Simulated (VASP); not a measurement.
C: equation of state with PBE

The system is C.

```xyz
8
Lattice="2.1152 -4.3593 0.0000 2.1152 4.3593 0.0000 0.0000 0.0000 2.4996" Properties=species:S:1:pos:R:3 pbc="T T T"
C     1.3349    0.7775    1.2498
C     2.8955   -0.7775    1.2498
C     2.8955    0.7775    1.2498
C     1.3349   -0.7775    1.2498
C     3.4470   -1.4524    0.0000
C     0.7835    1.4524    0.0000
C     0.7835   -1.4524    0.0000
C     3.4470    1.4524    0.0000
```

This isn't the form of C at room conditions, which is graphite.

| Quantity | Value |
| --- | --- |
| Program | VASP 6.6.1 |
| Task | equation of state |
| Functional | PBE |
| Potentials or basis | VASP PAW PBE potentials, release 64 (C) |
| Cutoff | 520 eV |
| k mesh | 7 × 7 × 11 |
| Occupations | fermi-dirac, width 0.05 eV |
| Spin | no spin polarisation |
| Further INCAR settings | ALGO = Normal; EDIFF = 1e-07; NBANDS = 26 |

```json
{
  "Equilibrium volume": "5.87 Å³/atom",
  "Bulk modulus at fixed shape and positions": "418 GPa",
  "Pressure derivative of the bulk modulus": "3.7"
}
```

Energy against volume, from the lowest point:
| volume (Å³/atom) | energy (meV/atom) |
| --- | --- |
| 5.416 | 51.66 |
| 5.532 | 27.78 |
| 5.647 | 11.66 |
| 5.762 | 2.61 |
| 5.877 | 0.00 |
| 5.993 | 3.27 |
| 6.108 | 11.90 |

All runs of the series together: 9.7 min on 1 thread of Intel(R) Xeon(R) Platinum 8375C CPU @ 2.90GHz (Ice Lake) (shared host).

Caveat: the cell was scaled at fixed shape and fractional positions, which overstates the stiffness of a crystal with free parameters, most of all of layers and chains.
